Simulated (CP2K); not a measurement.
## BN: band structure with LDA

**Measured values to compare with.**

A printed reference work, monograph reports, for a bulk crystal of BN at 300 K: band gap 6.4 eV (indirect).

BN:

```xyz
2
Lattice="2.5640 0.0000 0.0000 1.2820 2.2205 0.0000 1.2820 0.7402 2.0935" Properties=species:S:1:pos:R:3 pbc="T T T"
N     1.2820    0.7402    0.5234
B     0.0000    0.0000    0.0000
```

The cell is a database's computed one.

```json
{
 "Program": "CP2K 2026.2",
 "Task": "band structure",
 "Functional": "LDA",
 "Potentials or basis": "GTH_POTENTIALS N GTH-PADE-q5, B GTH-PADE-q3; TZVP-MOLOPT-PBE-GTH basis",
 "Density cutoff": "6123 eV",
 "k mesh": "13 × 13 × 13",
 "Occupations": "fermi-dirac, width 0.05 eV",
 "Spin": "no spin polarisation",
 "SCF solver": "diagonalisation with k points",
 "Quickstep method": "GPW",
 "EPS_DEFAULT": "1.0E-10",
 "EPS_SCF": "1.0E-6",
 "MAX_SCF": "100",
 "SCF_GUESS": "ATOMIC",
 "k points reduced by the point group": "yes",
 "Mesh centred on Gamma": "yes",
 "CHOLESKY": "OFF",
 "EPS_EIGVAL": "1.0E-7",
 "MIXING METHOD": "BROYDEN_MIXING",
 "MIXING ALPHA": "0.4",
 "NBUFFER": "8",
 "NGRIDS": "5",
 "Basis sets": "N TZVP-MOLOPT-PBE-GTH-q5, B TZVP-MOLOPT-PBE-GTH-q3",
 "Potentials": "N GTH-PADE-q5 of GTH_POTENTIALS, B GTH-PADE-q3 of GTH_POTENTIALS",
 "ADDED_MOS": "[10]",
 "Points a segment of the path (NPOINTS)": "10",
 "Bands added on the path": "2",
 "REL_CUTOFF (Ry)": "60 Ry",
 "MIXING BETA (1/bohr)": "1.5 1/bohr",
 "CUTOFF of the grids": "450 Ry"
}
```

| Property | Result |
| --- | --- |
| Pressure | -13.4 GPa |
| Band gap on the k mesh | 4.45 eV, indirect (least direct gap 8.65 eV) |
| Band gap along the path | 4.37 eV, indirect (least direct gap 8.65 eV) |
| Mulliken charges | N -0.87; B +0.87 e |

Levels at the corners of the path, in eV from the valence-band top:
```csv
point,band 2,band 3,band 4,band 5,band 6,band 7
Γ,0.00,0.00,0.00,8.65,8.65,8.65
X,-8.83,-4.88,-4.88,4.37,9.25,17.59
W,-7.47,-6.95,-6.50,9.45,13.17,14.25
K,-8.03,-7.65,-4.06,6.81,12.75,15.60
Γ,0.00,0.00,0.00,8.65,8.65,8.65
L,-10.63,-1.93,-1.93,10.15,10.58,10.58
U,-8.03,-7.65,-4.06,6.81,12.75,15.60
W,-7.47,-6.95,-6.50,9.45,13.17,14.25
L,-10.63,-1.93,-1.93,10.15,10.58,10.58
K,-8.03,-7.65,-4.06,6.81,12.75,15.60
U,-8.03,-7.65,-4.06,6.81,12.75,15.60
X,-8.83,-4.88,-4.88,4.37,9.25,17.59
```

It took 74 s on 1 thread of Arm Neoverse V2, on a shared host, peak memory 0.23 GiB.

Measured gap of BN: 6.4 eV (indirect; 300 K; a printed reference work, monograph). This calculation gives 4.37 eV (-2.03 eV). The value is that of LDA in an atomic basis (GTH_POTENTIALS N GTH-PADE-q5, B GTH-PADE-q3; TZVP-MOLOPT-PBE-GTH basis), whose error adds to the functional's,, without temperature or zero-point motion. Semilocal functionals fall short of measured gaps as a rule. The cell is a database's relaxed one, not the measured one, which moves gaps too.

Caveat: Mulliken charges move with the basis; the basis of atomic orbitals isn't converged, which shifts pressures, moduli and gaps.
